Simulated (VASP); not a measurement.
# Au (P6_3/mmc) in VASP: single point with r2SCAN

Aim: the single point of Au with r2SCAN.

Everything below comes from runs of VASP 6.6.1. Logs are shortened: lines on timing, memory, paths and dates and some standing lists are left out, and cuts for length are marked.

### 1 Starting point

Symmetry: P6_3/mmc, No. 194, hexagonal system. Conventional cell: a = 2.900 Å, b = 2.900 Å, c = 4.880 Å, α = 90.00°, β = 90.00°, γ = 120.00°. Around Au (site symmetry -6m2) lie 12 Au at 2.90 to 2.96 Å.

This isn't the form of Au at room conditions, which is fcc.

### 2 Single point, r2SCAN

Input file POSCAR:

```
Au
1.0
    2.8999984104      0.0000000000      0.0000000000
   -1.4499992052      2.5114722944      0.0000000000
    0.0000000000      0.0000000000      4.8800000000
Au
2
Direct
    0.3333333333      0.6666666667      0.7500000000
    0.6666666667      0.3333333333      0.2500000000
```

Input file INCAR.step1:

```
PREC = Accurate
ENCUT = 520
ISMEAR = 0
SIGMA = 0.1
LREAL = F
LASPH = T
NELM = 100
NBANDS = 18
GGA = PE
ALGO = Normal
EDIFF = 1E-4
LWAVE = T
LCHARG = F
```

Input file INCAR.step2:

```
PREC = Accurate
ENCUT = 520
EDIFF = 1E-7
ISMEAR = 0
SIGMA = 0.1
LREAL = F
LASPH = T
NELM = 100
ALGO = Normal
ISIF = 2
LWAVE = F
LCHARG = F
METAGGA = R2SCAN
LMIXTAU = T
NBANDS = 18
ISTART = 1
```

Input file KPOINTS:

```
Automatic mesh
0
Gamma
  9 9 4
```

Potentials or basis: VASP PAW PBE potentials, release 64 (Au).

Command:

```
$ cat potpaw_PBE.64/Au/POTCAR > POTCAR
$ cp INCAR.step1 INCAR
$ mpirun -np 1 vasp_std > vasp.out
$ cp INCAR.step2 INCAR
$ mpirun -np 1 vasp_std > vasp.out
```

OUTCAR:

```text
PREC = Accurate
   ENCUT = 520
   EDIFF = 1E-7
   ISMEAR = 0
   LREAL = F
   LASPH = T
   NELM = 100
   ISIF = 2
   METAGGA = R2SCAN
   ISTART = 1

 ion  position               nearest neighbor table
   1  0.333  0.667  0.750-   2 2.96   2 2.96   2 2.96   2 2.96   2 2.96   2 2.96
   2  0.667  0.333  0.250-   1 2.96   1 2.96   1 2.96   1 2.96   1 2.96   1 2.96

  LATTYP: Found a hexagonal cell.
 ALAT       =     2.8999984104
 C/A-ratio  =     1.6827595431

  Lattice vectors:

 A1 = (   2.8999984104,   0.0000000000,   0.0000000000)
 A2 = (  -1.4499992052,   2.5114722944,   0.0000000000)
 A3 = (   0.0000000000,   0.0000000000,   4.8800000000)

Analysis of symmetry for initial positions (statically):
=====================================================================
 Subroutine PRICEL returns:
 Original cell was already a primitive cell.

 Routine SETGRP: Setting up the symmetry group for a
 hexagonal supercell.

 Subroutine GETGRP returns: Found 24 space group operations
 (whereof 12 operations were pure point group operations)
 out of a pool of 24 trial point group operations.

The static configuration has the point symmetry D_3d.
 The point group associated with its full space group is D_6h.

Analysis of symmetry for dynamics (positions and initial velocities):
=====================================================================
 Subroutine PRICEL returns:
 Original cell was already a primitive cell.

 Routine SETGRP: Setting up the symmetry group for a
 hexagonal supercell.

 Subroutine GETGRP returns: Found 24 space group operations
 (whereof 12 operations were pure point group operations)
 out of a pool of 24 trial point group operations.

The dynamic configuration has the point symmetry D_3d.
 The point group associated with its full space group is D_6h.

 Subroutine INISYM returns: Found 24 space group operations
 (whereof 12 operations are pure point group operations),
 and found     1 'primitive' translations

----------------------------------------------------------------------------------------

                                     Primitive cell

  volume of cell :      35.5423

  direct lattice vectors                    reciprocal lattice vectors
     2.899998410  0.000000000  0.000000000     0.344827775  0.199086409  0.000000000
    -1.449999205  2.511472294  0.000000000     0.000000000  0.398172818  0.000000000
     0.000000000  0.000000000  4.880000000     0.000000000  0.000000000  0.204918033

  length of vectors
     2.899998410  2.899998410  4.880000000     0.398172818  0.398172818  0.204918033

  position of ions in fractional coordinates (direct lattice)
     0.333333333  0.666666667  0.750000000
     0.666666667  0.333333333  0.250000000

  ion indices of the primitive-cell ions
   primitive index   ion index
                 1           1
                 2           2

----------------------------------------------------------------------------------------

 KPOINTS: Automatic mesh

Automatic generation of k-mesh.
 Grid dimensions read from file:
 generate k-points for:    9    9    4

 Generating k-lattice:

  Cartesian coordinates                     Fractional coordinates (reciprocal lattice)
     0.038314197  0.022120712  0.000000000     0.111111111  0.000000000  0.000000000
     0.000000000  0.044241424  0.000000000     0.000000000  0.111111111  0.000000000
     0.000000000  0.000000000  0.051229508     0.000000000  0.000000000  0.250000000

  Length of vectors
     0.044241424  0.044241424  0.051229508

  Shift w.r.t. Gamma in fractional coordinates (k-lattice)
     0.000000000  0.000000000  0.000000000

 Subroutine IBZKPT returns following result:
 ===========================================

 Found     36 irreducible k-points:

 Following reciprocal coordinates:
            Coordinates               Weight
  0.000000  0.000000  0.000000      1.000000
  0.111111  0.000000  0.000000      6.000000
  0.222222  0.000000  0.000000      6.000000
  0.333333  0.000000  0.000000      6.000000
  0.444444  0.000000  0.000000      6.000000
  0.111111  0.111111  0.000000      6.000000
[... 16 lines left out ...]
  0.333333  0.222222  0.250000     24.000000
  0.333333  0.333333  0.250000      4.000000
 [... further k-points ...]
   k-points           NKPTS =     36   k-points in BZ     NKDIM =     36   number of bands    NBANDS=     18
   number of dos      NEDOS =    301   number of ions     NIONS =      2
   total plane-waves  NPLWV =  20736
   dimension x,y,z NGX =    24 NGY =   24 NGZ =   36
   dimension x,y,z NGXF=    48 NGYF=   48 NGZF=   72
   ions per type =               2
   NGX,Y,Z   is equivalent  to a cutoff of  13.76, 13.76, 12.26 a.u.
   NGXF,Y,Z  is equivalent  to a cutoff of  27.52, 27.52, 24.53 a.u.
 SYSTEM =  unknown system
   PREC   = accura    normal or accurate (medium, high low for compatibility)
   ISTART =      1    job   : 0-new  1-cont  2-samecut
   ICHARG =      0    charge: 1-file 2-atom 10-const
   ISPIN  =      1    spin polarized calculation?
   LNONCOLLINEAR =      F non collinear calculations
   LSORBIT =      F    spin-orbit coupling
   LASPH  =      T    aspherical Exc in radial PAW
   ENCUT  =  520.0 eV  38.22 Ry    6.18 a.u.   5.39  5.39  9.07*2*pi/ulx,y,z
   NELM   =    100;   NELMIN=  2; NELMDL=  0     # of ELM steps
   EDIFF  = 0.1E-06   stopping-criterion for ELM
   LREAL  =      F    real-space projection
   EDIFFG = 0.1E-05   stopping-criterion for IOM
   NSW    =      0    number of steps for IOM
   IBRION =     -1    ionic relax: 0-MD 1-quasi-New 2-CG
   NFREE  =      0    steps in history (QN), initial steepest desc. (CG)
   ISIF   =      2    stress and relaxation
   ISYM   =      2    0-nonsym 1-usesym 2-fastsym
   POTIM  = 0.5000    time-step for ionic-motion
   TEBEG  =    0.0;   TEEND  =   0.0 temperature during run
   PSTRESS=    0.0 pullay stress
   NELECT =      22.0000    total number of electrons
   NUPDOWN=      -1.0000    fix difference up-down
   EMIN   =  10.00;   EMAX   =-10.00  energy-range for DOS
   EFERMI =   0.00;   METHOD = LEGACY
   ISMEAR =     0;   SIGMA  =   0.10  broadening in eV -4-tet -1-fermi 0-gaus
   EFERMI_NEDOS =   21; number of points for ismear=-14 and -15
   IALGO  =     38    algorithm
   IMIX   =      4    mixing-type and parameters
     AMIX     =   0.40;   BMIX     =  1.00
     AMIX_MAG =   1.60;   BMIX_MAG =  1.00
  volume/ion in A,a.u.               =      17.77       119.93
  Fermi-wavevector in a.u.,A,eV,Ry     =   1.395191  2.636529 26.484537  1.946559
  Thomas-Fermi vector in A             =   2.518667
   LORBIT       =      0    0 simple, 1 ext, 2 COOP (PROOUT), +10 PAW based schemes
   METAGGA = R2SCAN    functional components
   LHFCALC =     F    Hartree Fock is set to
   AEXX    =    0.0000 exact exchange contribution
   IVDW    =     0    specifies the selected vdW correction
   LEPSILON=     F    determine dielectric tensor
   LRPA    =     F    only Hartree local field effects (RPA)
 non-spin polarized calculation
 Gauss-broadening in eV      SIGMA  =   0.10
  energy-cutoff  :      520.00
  volume of cell :       35.54
 maximum number of plane-waves:       978
 NGX is ok and might be reduce to    24
   NGX = 11   NGY = 11   NGZ = 19

 number of electron      22.0000001 magnetization

 Free energy of the ion-electron system (eV)
  ---------------------------------------------------
  ext. energy  EPLUGINS =         0.00000000
  ---------------------------------------------------
  free energy    TOTEN  =      -101.19278240 eV

  energy without entropy =     -101.18850882  energy(sigma->0) =     -101.19064561

 E-fermi :   8.4775     XC(G=0): -13.3266

 val. band max:        8.4618365219   @ k =   0.2222   0.2222   0.5000
 cond. band min:       8.6985641874   @ k =   0.4444   0.0000   0.5000
 fundamental gap:      0.2367276655
 Fermi energy:         8.4774708817

 k-point     1 :       0.0000    0.0000    0.0000
  band No.  band energies     occupation
      1      -0.9911      2.00000
      2       1.3447      2.00000
      3       3.7417      2.00000
      4       4.0282      2.00000
      5       4.0282      2.00000
      6       4.3194      2.00000
[... 10 lines left out ...]
     17      27.5483      0.00000
     18      27.5483      0.00000

 k-point     2 :       0.1111    0.0000    0.0000
  band No.  band energies     occupation
      1      -0.6030      2.00000
      2       1.6527      2.00000
      3       3.6191      2.00000
      4       4.1071      2.00000
      5       4.2376      2.00000
      6       4.2803      2.00000
[... 10 lines left out ...]
     17      25.8241      0.00000
     18      27.3661      0.00000

 k-point     3 :       0.2222    0.0000    0.0000
  band No.  band energies     occupation
      1       0.4323      2.00000
      2       2.2195      2.00000
      3       3.5061      2.00000
      4       3.7247      2.00000
      5       3.8950      2.00000
      6       4.5373      2.00000
[... 10 lines left out ...]
     17      26.0523      0.00000
     18      26.5048      0.00000

 k-point     4 :       0.3333    0.0000    0.0000
  band No.  band energies     occupation
      1       1.5119      2.00000
      2       2.1398      2.00000
      3       2.8867      2.00000
      4       3.9382      2.00000
      5       4.2075      2.00000
      6       4.2421      2.00000
[... 375 lines left out ...]
      4       3.3628      2.00000
      5       4.0552      2.00000
      6       4.1006      2.00000
[... 10 lines left out ...]
     17      21.4894      0.00000
     18      24.9776      0.00000

 k-point    23 :       0.3333    0.2222    0.2500
  band No.  band energies     occupation
      1       2.3216      2.00000
      2       2.8427      2.00000
      3       3.0034      2.00000
      4       3.3725      2.00000
      5       3.7391      2.00000
      6       4.5394      2.00000
[... 10 lines left out ...]
     17      21.0782      0.00000
     18      23.1847      0.00000

 k-point    24 :       0.3333    0.3333    0.2500
  band No.  band energies     occupation
      1       2.8022      2.00000
      2       2.8883      2.00000
      3       2.8883      2.00000
      4       3.6157      2.00000
      5       3.9863      2.00000
      6       3.9863      2.00000
[... 10 lines left out ...]
     17      22.6619      0.00000
     18      22.6619      0.00000

 [... further k-points ...]

------------------------ aborting loop because EDIFF is reached ----------------------------------------

  FORCE on cell =-STRESS in cart. coord.  units (eV):
  Direction    XX          YY          ZZ          XY          YZ          ZX
  --------------------------------------------------------------------------------------
  -------------------------------------------------------------------------------------
  Total       -0.2342252     -0.2342252     -0.3828277      0.0000000      0.0000000      0.0000000
  in kB      -10.5584023    -10.5584023    -17.2571044      0.0000000      0.0000000      0.0000000
  external PRESSURE =     -12.7913030 kB  Pullay stress =       0.0000000 kB

 VOLUME and BASIS-vectors are now :
 -----------------------------------------------------------------------------
  energy-cutoff  :      520.00
  volume of cell :       35.54
      direct lattice vectors                 reciprocal lattice vectors
     2.899998410  0.000000000  0.000000000     0.344827775  0.199086409  0.000000000
    -1.449999205  2.511472294  0.000000000     0.000000000  0.398172818  0.000000000
     0.000000000  0.000000000  4.880000000     0.000000000  0.000000000  0.204918033

 POSITION                                       TOTAL-FORCE (eV/Angst)
 -----------------------------------------------------------------------------------
     -0.00000      1.67431      3.66000         0.000000      0.000000      0.000000
      1.45000      0.83716      1.22000        -0.000000     -0.000000      0.000000
 -----------------------------------------------------------------------------------
    total drift:                               -0.000000      0.000000     -0.000000

  FREE ENERGIE OF THE ION-ELECTRON SYSTEM (eV)
  ---------------------------------------------------
  free  energy   TOTEN  =      -101.1927824030 eV

  energy  without entropy=     -101.1885088153  energy(sigma->0) =     -101.19064561
```

It took 2.2 min on 1 thread of AMD EPYC 7R43 (Zen 3), shared host; peak memory 0.13 GiB.

What came out:

* Free energy: -101.1928 eV
* Pressure: -1.3 GPa
* Band gap on the k mesh: none (metal or under the smearing width)

Levels at points of the mesh, in eV from the Fermi level:
```csv
k point,band 7,band 8,band 9,band 10,band 11,band 12,band 13,band 14,band 15,band 16
"(0.00, 0.00, 0.00)",-4.16,-3.49,-3.49,-2.19,-2.19,-0.63,2.69,15.63,16.62,17.74
"(0.00, 0.00, 0.50)",-4.49,-4.49,-2.63,-2.63,-2.63,-2.63,10.97,10.97,15.88,15.88
```

Caveat: the PAW data sets were made with another functional, which shifts forces and pressure a little.
